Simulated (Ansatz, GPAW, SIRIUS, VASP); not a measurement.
# Equation of state of TiCo under PBEsol

```yaml
crystal:
  lattice:
    - [2.98611, 0.00000, 0.00000]
    - [0.00000, 2.98611, 0.00000]
    - [0.00000, 0.00000, 2.98611]
  atoms:
    - { symbol: Co, position: [0.50000, 0.50000, 0.50000] }
    - { symbol: Ti, position: [0.00000, 0.00000, 0.00000] }
```

The cell comes from a database or a generator and needn't be the stable form of this composition.

The cell was scaled at fixed shape and fractions and run with VASP, PBE PAW files Co, Ti_sv, 520 eV; PBEsol, k mesh 9 × 9 × 9 on the cell of 2 atoms, fermi-dirac occupations of 0.05 eV, collinear spin, ferromagnetic start, no spin-orbit coupling. The potentials were made for PBE. Energies are those that the program minimises, any entropy of the smearing included. For a metal such a mesh isn't converged to the digits shown. The magnetic state is the one that the start led to, which needn't be the lowest.

| V (Å³/atom) | energy over the lowest row (meV/atom) |
| --- | --- |
| 12.5146 | 0.00 |
| 12.7808 | 0.06 |
| 13.0471 | 6.30 |
| 13.3134 | 18.02 |
| 13.5796 | 34.57 |
| 13.8459 | ? |
| 14.1122 | 80.00 |

Question: Fit the third-order Birch-Murnaghan form, give V0, B0 and B′, and predict the energy left open.

Answer: With y = (V0/V)^(2/3), E = E0 + (9 V0 B0/16) [(y - 1)³ B′ + (y - 1)² (6 - 4y)]. Least squares through the rows shown give V0 = 12.6441 Å³/atom, E0 = -0.79 meV, B0 = 188.1 GPa (1 eV/Å³ = 160.218 GPa) and B′ = 4.85, with a largest miss of 0.01 meV. At V = 13.8459 the form with these constants gives 55.39 meV; the run gave 55.40 meV an atom. Other set-ups at this level, from all their volumes (Å³/atom, GPa): GPAW, PAW data sets generated for this functional: V0 12.751, B0 187.3; Ansatz, all-electron LAPW, scalar-relativistic: V0 12.679, B0 185.7; SIRIUS, all-electron FP-LAPW, apw+lo standard: V0 12.655, B0 187.5.
